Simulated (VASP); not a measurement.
A run of VASP 6.6.1:

The input INCAR:

```
PREC = Accurate
ENCUT = 580
EDIFF = 1E-7
ISMEAR = 0
SIGMA = 0.1
LREAL = F
LASPH = T
NELM = 60
ALGO = Normal
ISIF = 3
LWAVE = F
LCHARG = F
GGA = PS
IBRION = 2
NSW = 90
EDIFFG = -0.005
```

File KPOINTS:

```
Automatic mesh
0
Gamma
  18 18 10
```

The input POSCAR:

```
Rh
1.0
    2.6923490400      0.0000000000      0.0000000000
   -1.3461745200      2.3316426600      0.0000000000
    0.0000000000      0.0000000000      4.3966059800
Rh
2
Direct
    0.3333333300      0.6666666700      0.2500000000
    0.6666666700      0.3333333300      0.7500000000
```

Potentials or basis: VASP PAW PBE potentials, release 64 (Rh).

Launch:

```console
$ cat potpaw_PBE.64/Rh/POTCAR > POTCAR
$ mpirun -np 1 vasp_std > vasp.out
```

Hardware: 1 thread of Intel(R) Xeon(R) 6975P-C (Granite Rapids), with other jobs on the host.

**Question.** Estimate the wall time of this run.

**Answer.** Wall time 2.6 min on 1 thread of Intel(R) Xeon(R) 6975P-C (Granite Rapids) (shared host), peak memory 0.23 GiB. Counts: scf iterations 61, k points 222, ion steps 9.
